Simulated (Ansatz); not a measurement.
Li₂S in the antifluorite structure, relaxed with r2SCAN, was run in the plane-wave code Ansatz under altered settings. All numbers are computed, without spin polarisation but where a row says otherwise.

```
CELL_PARAMETERS angstrom
0.00000 2.84529 2.84529
2.84529 0.00000 2.84529
2.84529 2.84529 0.00000
ATOMIC_POSITIONS crystal
S 0.00000 0.00000 0.00000
Li 0.25000 0.25000 0.25000
Li 0.75000 0.75000 0.75000
```

The base run's other keys:
```yaml
kpoints:
  mp_grid: { grid: [4, 4, 4] }
hamiltonian:
  xc: hse06
scf:
  occupations: { method: fixed }
  n_extra_bands: 4
```

It takes 10 iterations with 893 plane waves at 420 eV and 8 k points, and leaves a mean stress of -0.35 GPa. The gap over this mesh is 4.336 eV. It ran on 4 threads of Arm Neoverse N1 (shared host).

Outcomes, with energy and stress as changes against the base:

| setting | outcome | ΔF (meV/atom) | Δ mean stress (GPa) | gap on the mesh (eV) | iterations | wall time |
| --- | --- | --- | --- | --- | --- | --- |
| PBE hybrid, exx coeff 0.75, omega 0.5 1/Å | converged | – | -0.7 | 4.802 | 14 | 6.5 s |
| scf.exx.ecutfock_ratio: 4 | converged | 0.0 | 0.0 | 4.336 | 10 | 5.7 s |
| PBE hybrid, exx coeff 0.1, omega 0.1 1/Å | converged | – | +0.4 | 3.887 | 9 | 5.4 s |
| scf.mixing.beta: 1.0 | converged | 0.0 | 0.0 | 4.336 | 10 | 5.5 s |

A dash marks a value that wasn't obtained or can't be compared. Stress is positive in compression. The base took 5.6 s.

- PBE hybrid, exx coeff 0.75, omega 0.5 1/Å. That is 75 % exact exchange, screened with ω = 0.5 1/Å, against HSE06's 25 % screened at 0.208 1/Å. The mean stress moves by -0.7 GPa and the gap on the mesh by +0.466 eV (to 4.802). Totals of different functionals aren't comparable.
- PBE hybrid, exx coeff 0.1, omega 0.1 1/Å. That is 10 % exact exchange, screened with ω = 0.1 1/Å, against HSE06's 25 % screened at 0.208 1/Å. The mean stress moves by +0.4 GPa and the gap on the mesh by -0.449 eV (to 3.887). Totals of different functionals aren't comparable. The program warns that on this mesh the truncation of the exchange isn't bounded, so part of the change can be an error of the mesh.

Within 1 meV an atom, 0.1 GPa and 0.005 eV of the base stay: scf.exx.ecutfock_ratio: 4; scf.mixing.beta: 1.0.

The stress of a hybrid is loosely converged in these runs.

The meshes of the hybrids are coarse, so their gaps aren't converged to the digits shown.
